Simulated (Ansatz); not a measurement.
# BaTiO3 single point

The input, for Ansatz 0.2.0 (plane waves, PAW):

```yaml
crystal:
  lattice:
    - [-3.96424363, -2.82384887, 2.83350901]
    - [0.0, 0.0, 5.66701802]
    - [-3.96424363, 2.82384887, 2.83350901]
  atoms:
    - { symbol: Ba, position: [0.0, 0.0, 0.0] }
    - { symbol: Ba, position: [0.5, 0.5, 0.5] }
    - { symbol: Ti, position: [0.25, 0.2643, 0.25] }
    - { symbol: Ti, position: [0.75, 0.7643, 0.75] }
    - { symbol: O, position: [0.0, 0.489, 0.0] }
    - { symbol: O, position: [0.5, 0.989, 0.5] }
    - { symbol: O, position: [0.4939, 0.49833, 0.0061] }
    - { symbol: O, position: [0.9939, 0.99833, 0.5061] }
    - { symbol: O, position: [0.0061, 0.49833, 0.4939] }
    - { symbol: O, position: [0.5061, 0.99833, 0.9939] }
kpoints:
  mp_grid: { grid: [4, 4, 4], shift: [0, 0, 0] }
  band_path:
    path:
      - [0.0, 0.0, 0.0]
      - [-0.5, -1.0, -0.5]
      - [-0.49829828, -1.0, -0.50170172]
      - [0.49829828, 0.0, -0.49829828]
      - [0.0, 0.0, 0.0]
      - [-0.5, 0.0, -0.5]
      - [-0.00170172, 0.0, -0.99829828]
      - [-0.99829828, -1.0, -1.00170172]
      - [-1.0, -1.0, -1.0]
      - [-0.5, -1.0, -0.5]
      - [0.0, 0.0, 0.0]
    npoints: 6
magnetization:
  spin_polarized: true
scf:
  occupations: { method: fermi_dirac }
  lower_state_search: "off"
  max_iter: 200
hamiltonian:
  pseudopotentials: { kind: paw }
  xc: r2scan
  hubbard: { projectors: atomic, sites: [{ species: Ti, l: d, u_eff: 3.7 }] }
basis:
  ecutwfc: 500
  fft_grid_basis: typed
output:
  forces: true
  stress: true
  eigenvalues: true
  bader: true
  populations: true
  elf: true
  write_potential: true
  volumetric_format: npy
  dos:
    e_range: [-12, 8]
    de: 0.05
    projected: { site_lists: { Ba: [Ba], O: [O], Ti: [Ti] } }
checkpoint:
  read: saved_state
```

The saved state is an earlier solution for the same cell, perhaps on another mesh. The state carries no moments; the state need not be the lowest.

Parts of the output:

```
Magnetization: 0.0000 μB (40.0000 up, 40.0000 down)
Absolute magnetization: 0.0000 μB (∫|ρ↑−ρ↓|)
Spin contamination: 0.0000 ħ² per cell (⟨S²⟩ above its minimum at these occupations)
Per-site moments (μB) at R_I (Å): [(0.0, 1.1431), (0.0, 1.1431), (0.0, 0.7888), (0.0, 0.7888), (0.0, 0.8198), (0.0, 0.8198), (0.0, 0.7888), (0.0, 0.7888), (0.0, 0.7888), (0.0, 0.7888)]
Free energy (F): -20359.2820 eV
Harris-Foulkes:  -20359.2820 eV  (|F-HF|=1.77e-8)
Internal energy: -20359.2820 eV  (E = F + TS)
E sigma→0 (E₀):  -20359.2820 eV
Entropy (-TS):    0.0000 eV (-0.000 meV/atom)
Fermi energy:    11.6039 eV
--- Forces (eV/Å), atoms counted from 1 ---
  atom   1  Ba     0.0000     0.0000     0.2269
  atom   2  Ba     0.0000     0.0000     0.2269
  atom   3  Ti     0.0000     0.0000    -0.2065
  atom   4  Ti     0.0000     0.0000    -0.2065
  atom   5  O      0.0000     0.0000     0.2314
  atom   6  O      0.0000     0.0000     0.2314
  atom   7  O      0.0000    -0.0852    -0.1259
  atom   8  O      0.0000    -0.0852    -0.1259
  atom   9  O      0.0000     0.0852    -0.1259
  atom  10  O      0.0000     0.0852    -0.1259
--- Stress (GPa, compression-positive) ---
        4.0598       0.0000       0.0000
        0.0000       3.9887       0.0000
        0.0000       0.0000       3.2979
  P = ⅓ Tr σ = 3.7821 GPa (37.821 kbar)
--- Löwdin populations: 10 sites ---
  site symbol       q [e]    m [muB]
     0     Ba      8.2177     0.0000
     1     Ba      8.2177     0.0000
     2     Ti     10.6014     0.0000
     3     Ti     10.6014     0.0000
     4      O      6.9441     0.0000
     5      O      6.9441     0.0000
     6      O      6.9411     0.0000
     7      O      6.9411     0.0000
     8      O      6.9411     0.0000
     9      O      6.9411     0.0000
  spilling = 0.0089 (of n_electrons = 80.0000)
```

Total energies depend on the potentials used, so only differences within one code and one set of settings carry meaning.

Origin: a database entry at a rescaled volume. Caveats: the input typed no starting moments.
